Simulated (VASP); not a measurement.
# BaS (R-3m) in VASP: a series of runs

Aim: see how the results for BaS move with the level of theory and the settings. Levels: HSE06, r2SCAN. Tasks: single point.

Everything below comes from runs of VASP 6.6.1. Logs are shortened: lines on timing, memory, paths and dates and some standing lists are left out, and cuts for length are marked.

### 1 The cell of the first run

Symmetry: R-3m, No. 166, trigonal system. Conventional cell: a = 5.422 Å, b = 5.422 Å, c = 6.984 Å, α = 90.00°, β = 90.00°, γ = 120.00°. Ba (site symmetry -3m) has 8 S at 3.34 to 3.49 Å as nearest neighbours. Around S (site symmetry -3m) lie 8 Ba at 3.34 to 3.49 Å.

The cell was built by a generator and needn't be a form met in nature.

### 2 Single point, HSE06 (shear_111 strain +5.2%)

Input file POSCAR:

```
BaS
1.0
    3.8998266999      0.0660684341      0.0660684341
    0.0660684341      3.8998266999      0.0660684341
    0.0660684341      0.0660684341      3.8998266999
Ba S
1 1
Direct
    0.0000000000      0.0000000000      0.0000000000
    0.5000000000      0.5000000000      0.5000000000
```

Input file INCAR.step1:

```
  PREC = Accurate
  ENCUT = 520
  EDIFF = 1E-5
  ISMEAR = 0
  SIGMA = 0.01
  LREAL = False
  LASPH = True
  NELM = 100
  ALGO = Normal
  ISIF = 2
  LWAVE = True
  NBANDS = 15
  GGA = PE
```

Input file INCAR.step2:

```
  PREC = Accurate
  ENCUT = 520
  EDIFF = 1E-6
  ISMEAR = 0
  SIGMA = 0.01
  LREAL = False
  LASPH = True
  NELM = 100
  ALGO = Normal
  ISIF = 2
  LWAVE = False
  LCHARG = True
  GGA = PE
  LHFCALC = True
  HFSCREEN = 0.2079
  PRECFOCK = Normal
  LELF = True
  LVHAR = True
  NBANDS = 15
  ISTART = 1
```

Input file KPOINTS:

```
Automatic mesh
0
Gamma
  4 4 4
```

Potentials or basis: VASP PAW PBE potentials, release 64 (Ba_sv, S).

On the command line:

```bash
> cat potpaw_PBE.64/Ba_sv/POTCAR potpaw_PBE.64/S/POTCAR > POTCAR
> cp INCAR.step1 INCAR
> mpirun -np 1 vasp_std > vasp.out
> cp INCAR.step2 INCAR
> mpirun -np 1 vasp_std > vasp.out
```

OUTCAR:

```text
PREC = Accurate
   ENCUT = 520
   EDIFF = 1E-6
   ISMEAR = 0
   LREAL = False
   LASPH = True
   NELM = 100
   ISIF = 2
   GGA = PE
   LHFCALC = True
   HFSCREEN = 0.2079
   PRECFOCK = Normal
   ISTART = 1

 ion  position               nearest neighbor table
   1  0.000  0.000  0.000-   2 3.34   2 3.34   2 3.34   2 3.34   2 3.34   2 3.34   2 3.49   2 3.49

   2  0.500  0.500  0.500-   1 3.34   1 3.34   1 3.34   1 3.34   1 3.34   1 3.34   1 3.49   1 3.49

  LATTYP: Found a trigonal (rhomboedric) cell.
 ALAT       =     3.9009458296
 COS(alpha) =     0.0341501612

  Lattice vectors:

 A1 = (   3.8998266999,   0.0660684341,   0.0660684341)
 A2 = (   0.0660684341,   3.8998266999,   0.0660684341)
 A3 = (   0.0660684341,   0.0660684341,   3.8998266999)

Analysis of symmetry for initial positions (statically):
=====================================================================
 Subroutine PRICEL returns:
 Original cell was already a primitive cell.

 Routine SETGRP: Setting up the symmetry group for a
 trigonal (rhombohedral) supercell.

 Subroutine GETGRP returns: Found 12 space group operations
 (whereof 12 operations were pure point group operations)
 out of a pool of 12 trial point group operations.

The static configuration has the point symmetry D_3d.

Analysis of symmetry for dynamics (positions and initial velocities):
=====================================================================
 Subroutine PRICEL returns:
 Original cell was already a primitive cell.

 Routine SETGRP: Setting up the symmetry group for a
 trigonal (rhombohedral) supercell.

 Subroutine GETGRP returns: Found 12 space group operations
 (whereof 12 operations were pure point group operations)
 out of a pool of 12 trial point group operations.

The dynamic configuration has the point symmetry D_3d.

 Subroutine INISYM returns: Found 12 space group operations
 (whereof 12 operations are pure point group operations),
 and found     1 'primitive' translations

----------------------------------------------------------------------------------------

                                     Primitive cell

  volume of cell :      59.2606

  direct lattice vectors                    reciprocal lattice vectors
     3.899826700  0.066068434  0.066068434     0.256566472 -0.004274179 -0.004274179
     0.066068434  3.899826700  0.066068434    -0.004274179  0.256566472 -0.004274179
     0.066068434  0.066068434  3.899826700    -0.004274179 -0.004274179  0.256566472

  length of vectors
     3.900945830  3.900945830  3.900945830     0.256637666  0.256637666  0.256637666

  position of ions in fractional coordinates (direct lattice)
     0.000000000  0.000000000  0.000000000
     0.500000000  0.500000000  0.500000000

  ion indices of the primitive-cell ions
   primitive index   ion index
                 1           1
                 2           2

----------------------------------------------------------------------------------------

 KPOINTS: Automatic mesh

Automatic generation of k-mesh.
 Grid dimensions read from file:
 generate k-points for:    4    4    4

 Generating k-lattice:

  Cartesian coordinates                     Fractional coordinates (reciprocal lattice)
     0.064141618 -0.001068545 -0.001068545     0.250000000  0.000000000  0.000000000
    -0.001068545  0.064141618 -0.001068545     0.000000000  0.250000000  0.000000000
    -0.001068545 -0.001068545  0.064141618     0.000000000  0.000000000  0.250000000

  Length of vectors
     0.064159416  0.064159416  0.064159416

  Shift w.r.t. Gamma in fractional coordinates (k-lattice)
     0.000000000  0.000000000  0.000000000

 Subroutine IBZKPT returns following result:
 ===========================================

 Found     13 irreducible k-points:

 Following reciprocal coordinates:
            Coordinates               Weight
  0.000000  0.000000  0.000000      1.000000
  0.250000  0.000000  0.000000      6.000000
  0.500000  0.000000  0.000000      3.000000
  0.250000  0.250000  0.000000      6.000000
  0.500000  0.250000  0.000000     12.000000
 -0.250000  0.250000  0.000000      6.000000
  0.500000  0.500000  0.000000      3.000000
  0.250000  0.250000  0.250000      2.000000
  0.500000  0.250000  0.250000      6.000000
 -0.250000  0.250000  0.250000      6.000000
  0.500000  0.500000  0.250000      6.000000
 -0.250000  0.500000  0.250000      6.000000
  0.500000  0.500000  0.500000      1.000000
   k-points           NKPTS =     13   k-points in BZ     NKDIM =     64   number of bands    NBANDS=     15
   number of dos      NEDOS =    301   number of ions     NIONS =      2
   total plane-waves  NPLWV =  27000
   dimension x,y,z NGX =    30 NGY =   30 NGZ =   30
   dimension x,y,z NGXF=    60 NGYF=   60 NGZF=   60
   ions per type =               1   1
   NGX,Y,Z   is equivalent  to a cutoff of  12.79, 12.79, 12.79 a.u.
   NGXF,Y,Z  is equivalent  to a cutoff of  25.57, 25.57, 25.57 a.u.
 SYSTEM =  unknown system
   PREC   = accura    normal or accurate (medium, high low for compatibility)
   ISTART =      1    job   : 0-new  1-cont  2-samecut
   ICHARG =      0    charge: 1-file 2-atom 10-const
   ISPIN  =      1    spin polarized calculation?
   LNONCOLLINEAR =      F non collinear calculations
   LSORBIT =      F    spin-orbit coupling
   LASPH  =      T    aspherical Exc in radial PAW
   ENCUT  =  520.0 eV  38.22 Ry    6.18 a.u.   7.25  7.25  7.25*2*pi/ulx,y,z
   NELM   =    100;   NELMIN=  2; NELMDL=  0     # of ELM steps
   EDIFF  = 0.1E-05   stopping-criterion for ELM
   LREAL  =      F    real-space projection
   EDIFFG = 0.1E-04   stopping-criterion for IOM
   NSW    =      0    number of steps for IOM
   IBRION =     -1    ionic relax: 0-MD 1-quasi-New 2-CG
   NFREE  =      0    steps in history (QN), initial steepest desc. (CG)
   ISIF   =      2    stress and relaxation
   ISYM   =      3    0-nonsym 1-usesym 2-fastsym
   POTIM  = 0.5000    time-step for ionic-motion
   TEBEG  =    0.0;   TEEND  =   0.0 temperature during run
   PSTRESS=    0.0 pullay stress
   NELECT =      16.0000    total number of electrons
   NUPDOWN=      -1.0000    fix difference up-down
   EMIN   =  10.00;   EMAX   =-10.00  energy-range for DOS
   EFERMI =   0.00;   METHOD = LEGACY
   ISMEAR =     0;   SIGMA  =   0.01  broadening in eV -4-tet -1-fermi 0-gaus
   EFERMI_NEDOS =   21; number of points for ismear=-14 and -15
   IALGO  =     38    algorithm
   IMIX   =      1    mixing-type and parameters
     AMIX     =   0.40;   BMIX     =  1.00
     AMIX_MAG =   1.60;   BMIX_MAG =  1.00
  volume/ion in A,a.u.               =      29.63       199.96
  Fermi-wavevector in a.u.,A,eV,Ry     =   1.058099  1.999516 15.232711  1.119573
  Thomas-Fermi vector in A             =   2.193396
   LORBIT       =      0    0 simple, 1 ext, 2 COOP (PROOUT), +10 PAW based schemes
   GGA     = PE    functional components
   LHFCALC =     T    Hartree Fock is set to
   PRECFOCK=normal    Normal, Fast or Accurate (Low or Medium for compatibility)
   ENCUT4O =  -1.0   cutoff for four orbital integrals eV
   NKREDX  =     1    reduce k-point grid by
   NKREDY  =     1    reduce k-point grid by
   NKREDZ  =     1    reduce k-point grid by
   AEXX    =    0.2500 exact exchange contribution
   HFSCREEN=    0.2079 screening length (either q_TF or 0.3 A-1)
   HFSCREENC=   0.2079 screening length for correlation (either q_TF or 0.3 A-1)
   ENCUTFOCK=  -1.0 apply spherical cutoff to Coloumb kernel
   IVDW    =     0    specifies the selected vdW correction
   LEPSILON=     F    determine dielectric tensor
   LRPA    =     F    only Hartree local field effects (RPA)
 non-spin polarized calculation
 Gauss-broadening in eV      SIGMA  =   0.01
  energy-cutoff  :      520.00
  volume of cell :       59.26
 maximum number of plane-waves:      1611
 NGX is ok and might be reduce to    30
  NGX = 24; NGY = 24; NGZ = 24

 number of electron      16.0000003 magnetization

 Free energy of the ion-electron system (eV)
  ---------------------------------------------------
  ext. energy  EPLUGINS =         0.00000000
  ---------------------------------------------------
  free energy    TOTEN  =       -11.08228829 eV

  energy without entropy =      -11.08228829  energy(sigma->0) =      -11.08228829

 E-fermi :   2.2500     XC(G=0):  -7.6462

 val. band max:        2.1295528910   @ k =   0.5000   0.5000   0.0000
 cond. band min:       4.5546396447   @ k =   0.0000   0.0000   0.0000
 fundamental gap:      2.4250867537
 Fermi energy:         2.2500077620

 k-point     1 :       0.0000    0.0000    0.0000
  band No.  band energies     occupation
      1     -26.9574      2.00000
      2     -10.7300      2.00000
      3     -10.7300      2.00000
      4     -10.7081      2.00000
      5      -9.9668      2.00000
      6       1.9673      2.00000
      7       1.9673      2.00000
      8       1.9961      2.00000
      9       4.5546      0.00000
     10       4.5546      0.00000
     11       6.5658      0.00000
     12       9.5070      0.00000
     13       9.5070      0.00000
     14       9.9179      0.00000
     15      14.1713      0.00000

 k-point     2 :       0.2500    0.0000    0.0000
  band No.  band energies     occupation
      1     -26.9168      2.00000
      2     -11.6229      2.00000
      3     -10.6698      2.00000
      4     -10.6643      2.00000
      5      -9.1753      2.00000
      6       0.2704      2.00000
      7       1.6122      2.00000
      8       1.7691      2.00000
      9       5.0041      0.00000
     10       6.5225      0.00000
     11       8.2878      0.00000
     12       9.6580      0.00000
     13       9.7709      0.00000
     14      10.0237      0.00000
     15      11.4191      0.00000
[... 167 lines left out ...]
      3     -11.0292      2.00000
      4     -10.9872      2.00000
      5      -9.2065      2.00000
      6       0.0137      2.00000
      7       0.2492      2.00000
      8       1.2814      2.00000
      9       7.2003      0.00000
     10       7.3623      0.00000
     11       7.4598      0.00000
     12       9.4721      0.00000
     13      10.2466      0.00000
     14      11.8433      0.00000
     15      13.0948      0.00000

 k-point    13 :       0.5000    0.5000    0.5000
  band No.  band energies     occupation
      1     -26.7292      2.00000
      2     -11.3592      2.00000
      3     -11.2573      2.00000
      4     -11.2573      2.00000
      5      -9.1325      2.00000
      6      -0.6827      2.00000
      7      -0.6805      2.00000
      8      -0.6805      2.00000
      9      10.0066      0.00000
     10      10.2451      0.00000
     11      10.5922      0.00000
     12      10.5922      0.00000
     13      10.8664      0.00000
     14      10.8664      0.00000
     15      12.1374      0.00000

------------------------ aborting loop because EDIFF is reached ----------------------------------------

  FORCE on cell =-STRESS in cart. coord.  units (eV):
  Direction    XX          YY          ZZ          XY          YZ          ZX
  --------------------------------------------------------------------------------------
  -------------------------------------------------------------------------------------
  Total       -0.6132664     -0.6132664     -0.6132664     -0.0371850     -0.0371850     -0.0371850
  in kB      -16.5803508    -16.5803508    -16.5803508     -1.0053392     -1.0053392     -1.0053392
  external PRESSURE =     -16.5803508 kB  Pullay stress =       0.0000000 kB

 VOLUME and BASIS-vectors are now :
 -----------------------------------------------------------------------------
  energy-cutoff  :      520.00
  volume of cell :       59.26
      direct lattice vectors                 reciprocal lattice vectors
     3.899826700  0.066068434  0.066068434     0.256566472 -0.004274179 -0.004274179
     0.066068434  3.899826700  0.066068434    -0.004274179  0.256566472 -0.004274179
     0.066068434  0.066068434  3.899826700    -0.004274179 -0.004274179  0.256566472

 POSITION                                       TOTAL-FORCE (eV/Angst)
 -----------------------------------------------------------------------------------
      0.00000      0.00000      0.00000        -0.000000      0.000000      0.000000
      2.01598      2.01598      2.01598         0.000000     -0.000000      0.000000
 -----------------------------------------------------------------------------------
    total drift:                                0.000000      0.000000      0.000000

  FREE ENERGIE OF THE ION-ELECTRON SYSTEM (eV)
  ---------------------------------------------------
  free  energy   TOTEN  =       -11.0822882912 eV

  energy  without entropy=      -11.0822882912  energy(sigma->0) =      -11.08228829
```

Run time: 7.7 min. Hardware: 1 thread of AMD EPYC 7R43 (Zen 3), shared host; peak memory 0.25 GiB.

What came out:

```yaml
Free_energy: -11.0823 eV
Pressure: -1.7 GPa
Band_gap_on_the_k_mesh: 2.42 eV, indirect (least direct gap 2.56 eV)
```

Stress tensor (GPa, compression positive):
```
-1.66 -0.10 -0.10
-0.10 -1.66 -0.10
-0.10 -0.10 -1.66
```

Caveat: the PAW data sets were made with another functional, which shifts forces and pressure a little; spin-orbit coupling is left out, which moves the levels of the heavy elements. A k mesh can miss the band edges.

### 3 Single point, r2SCAN (shear_111 strain +5.2%)

POSCAR is that of step 2.

Input file INCAR.step1:

```
PREC = Accurate
ENCUT = 520
ISMEAR = 0
SIGMA = 0.01
LREAL = F
LASPH = T
NELM = 100
NBANDS = 15
GGA = PE
ALGO = Normal
EDIFF = 1E-4
LWAVE = T
LCHARG = F
```

Input file INCAR.step2:

```
PREC = Accurate
ENCUT = 520
EDIFF = 1E-6
ISMEAR = 0
SIGMA = 0.01
LREAL = F
LASPH = T
NELM = 100
ALGO = Normal
ISIF = 2
LWAVE = F
LCHARG = T
METAGGA = R2SCAN
LMIXTAU = T
LELF = T
LVHAR = T
NBANDS = 15
ISTART = 1
```

Input file KPOINTS:

```
Automatic mesh
0
Gamma
  6 6 6
```

Potentials or basis: VASP PAW PBE potentials, release 64 (Ba_sv, S).

On the command line:

```bash
> cat potpaw_PBE.64/Ba_sv/POTCAR potpaw_PBE.64/S/POTCAR > POTCAR
> cp INCAR.step1 INCAR
> mpirun -np 1 vasp_std > vasp.out
> cp INCAR.step2 INCAR
> mpirun -np 1 vasp_std > vasp.out
```

Wall time 81 s (1 thread of AMD EPYC 7R43 (Zen 3), shared host); peak memory 0.15 GiB.

It converged, with:

```
Free energy            : -38.7935 eV
Pressure               : -1.3 GPa
Band gap on the k mesh : 1.89 eV, indirect (least direct gap 2.02 eV)
```

Stress tensor (GPa, compression positive):
```
-1.29 -0.17 -0.17
-0.17 -1.29 -0.17
-0.17 -0.17 -1.29
```

Levels at points of the mesh, in eV from the valence-band top:
| k point | band 5 | band 6 | band 7 | band 8 | band 9 | band 10 | band 11 | band 12 |
| --- | --- | --- | --- | --- | --- | --- | --- | --- |
| (0.00, 0.00, 0.00) | -11.41 | -0.13 | -0.13 | -0.12 | 1.89 | 1.89 | 4.24 | 6.72 |
| (0.50, 0.00, 0.00) | -10.31 | -2.76 | -0.81 | -0.56 | 2.89 | 6.19 | 7.08 | 7.09 |
| (0.50, 0.50, 0.00) | -11.01 | -1.42 | -1.32 | 0.00 | 2.60 | 3.77 | 4.78 | 4.79 |
| (0.50, 0.50, 0.50) | -10.65 | -2.62 | -2.61 | -2.61 | 7.20 | 7.70 | 7.78 | 7.78 |

Caveat: the PAW data sets were made with another functional, which shifts forces and pressure a little; spin-orbit coupling is left out, which moves the levels of the heavy elements.
